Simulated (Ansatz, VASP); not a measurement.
# Zr2C: VASP beside Ansatz

```
CELL_PARAMETERS angstrom
4.52576 0.00000 0.00000
-2.26288 3.91942 0.00000
0.00000 0.00000 2.77993
ATOMIC_POSITIONS crystal
Zr 0.33333 0.66667 0.00000
Zr 0.66667 0.33333 0.00000
C 0.00000 0.00000 0.50000
```

Alike in both runs: task relaxation of cell and atoms; functional PBE; k mesh 12 × 12 × 16; occupations gaussian, width 0.1 eV; no spin polarisation.

|  | VASP | Ansatz |
| --- | --- | --- |
| version | VASP 6.6.1 | Ansatz 0.2.0 |
| potentials or method | VASP PAW PBE potentials, release 64 (Zr_sv, C) | scalar-relativistic, plane waves, PAW |
| plane-wave cutoff (eV) | 600 | 420 |
| valence electrons in the cell | 28 | 28 |

|  | VASP | Ansatz | Ansatz less VASP |
| --- | --- | --- | --- |
| gap on the k mesh at the Fermi level, each at its own relaxed structure (eV) | none | none | - |
| relaxed volume (Å³/atom) | 16.46 | 16.41 | -0.047 |
| relaxed cell length with the largest relative difference (Å) | 4.547 | 4.541 | -0.0056 |
| energy change over the relaxation (meV/atom) | -1 | -1 | +0.1 |

A gap of «none» marks a metal or a gap that the smearing closes.
